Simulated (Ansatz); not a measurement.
PbS:

```
CELL_PARAMETERS angstrom
4.08970 0.00000 0.00000
-2.04485 3.54178 0.00000
0.00000 0.00000 3.78817
ATOMIC_POSITIONS crystal
Pb 0.00000 0.00000 0.00000
S 0.66667 0.33333 0.50000
```

Measurements of this composition are mostly on another form, of space group No. 225.

| Property | Result |
| --- | --- |
| Program | Ansatz 0.2.0 |
| Task | relaxation of cell and atoms |
| Functional | BLYP |
| Dispersion | D3(BJ) |
| Potentials or basis | Ansatz PAW |
| Cutoff | 420 eV (not typed: the program's choice for these potentials) |
| k mesh | 8 × 8 × 7 |
| Occupations | fermi-dirac, width 0.05 eV |
| Spin | no spin polarisation |

At the start: volume 27.44 Å³/atom.

Q: How do energy, volume and symmetry change on relaxing?

A: It ends after 5 steps and the volume is 26.73 Å³/atom (-2.6 %); space group P-6m2 (No. 187, to 0.05 Å).

Step by step:
```tsv
step	energy change (eV)	largest force (eV/Å)	volume (Å³)
1	0.0000	0.0000	54.87
2	-0.0061	0.0000	53.05
3	-0.0065	0.0000	53.47
4	-0.0065	0.0000	53.46
5	-0.0063	0.0000	53.46
```

Final structure:
```
CELL_PARAMETERS angstrom
4.03229 0.00000 0.00000
-2.01614 3.49206 0.00000
0.00000 0.00000 3.79628
ATOMIC_POSITIONS crystal
Pb 0.00000 0.00000 0.00000
S 0.66667 0.33333 0.50000
```

Caveat: the plane-wave basis is chosen anew once the cell has moved, so the energies of steps on either side of that aren't comparable; the PAW data sets come from PBE, with cores solved anew for the run's functional, which leaves a small shift of forces and pressure.
